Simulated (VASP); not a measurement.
Set up this calculation in VASP 6.6.1, as the native input.

```yaml
Task: single point
Functional: PBEsol
Potentials_or_basis: VASP PAW PBE potentials, release 64 (P)
Cutoff: 520 eV
k_mesh: 4 × 4 × 5
Occupations: gaussian, width 0.05 eV
Spin: no spin polarisation
Further_INCAR_settings: ALGO = Normal; EDIFF = 1e-06; NBANDS = 30
```

The structure of P lies in POSCAR:

```
P
1.0
    4.8279678941     -4.2924736644      0.0000000000
    4.8279678941      4.2924736644      0.0000000000
   -0.0237225834      0.0000000000      5.5806204931
P
8
Cartesian
    6.2453657466     -1.0909254426      1.4146071015
    3.3868474582     -1.0909254426      4.1660133916
    3.3868474582      1.0909254426      4.1660133916
    6.2453657466      1.0909254426      1.4146071015
    2.7420118859      0.0000000000      2.3885932426
    6.8902013189      0.0000000000      3.1920272505
    1.4958401279      0.0000000000      4.1797603015
    8.1363730769      0.0000000000      1.4008601916
```

This isn't the form of P at room conditions, which is orthorhombic.

These files were run (other wordings do the same):

INCAR

```
PREC = Accurate
ENCUT = 520
EDIFF = 1E-6
ISMEAR = 0
SIGMA = 0.05
LREAL = False
LASPH = True
NELM = 80
ALGO = Normal
ISIF = 2
LWAVE = False
LCHARG = True
GGA = PS
LELF = True
LVHAR = True
NBANDS = 30
```

KPOINTS

```
Automatic mesh
0
Gamma
  4 4 5
```

Potentials or basis: VASP PAW PBE potentials, release 64 (P).

Run with:

```sh
$ cat potpaw_PBE.64/P/POTCAR > POTCAR
$ mpirun -np 1 vasp_std > vasp.out
```

Results of the run:

```
Pressure               : 0.5 GPa
Largest force          : 0.487 eV/Å
Band gap on the k mesh : 3.09 eV, indirect (least direct gap 3.42 eV)
```

Caveat: the PAW data sets were made with another functional, which shifts forces and pressure a little; an odd mesh through Γ misses points on the zone boundary, where band edges often lie.

It took 92 s on 1 thread of Intel(R) Xeon(R) 6975P-C (Granite Rapids) (shared host), peak memory 0.34 GiB.
